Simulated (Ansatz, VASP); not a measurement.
# GaP in VASP and in Ansatz

```xyz
2
Lattice="0.0000 2.7194 2.7194 2.7194 0.0000 2.7194 2.7194 2.7194 0.0000" Properties=species:S:1:pos:R:3 pbc="T T T"
Ga    0.0000    0.0000    0.0000
P     4.0792    4.0792    4.0792
```

Alike in both runs: functional PBEsol; k mesh 8 × 8 × 8; occupations gaussian, width 0.02 eV; no spin polarisation.

Ansatz relaxed the structure, and its values are those at the end. VASP's run is a single point on that final structure, the one shown.

|  | VASP | Ansatz |
| --- | --- | --- |
| version | VASP 6.6.1 | Ansatz 0.2.0 |
| potentials or method | VASP PAW PBE potentials, release 64 (Ga_d, P) | scalar-relativistic, plane waves, PAW |
| plane-wave cutoff (eV) | 520 | 420 |
| valence electrons in the cell | 18 | 18 |

```tsv
	VASP	Ansatz	Ansatz less VASP
gap on the k mesh at the Fermi level (eV)	1.50	1.50	-0.003
least direct gap on the mesh (eV)	1.80	1.80	-0.007
pressure (GPa)	-0.1	0.0	+0.08
```

Ansatz warned: «pseudo_functional_mismatch».

Caveats: the PAW data sets were made with another functional, which shifts forces and pressure a little (VASP). A k mesh can miss the band edges. A hybrid or GW would open this gap; PBEsol tends to underestimate it.
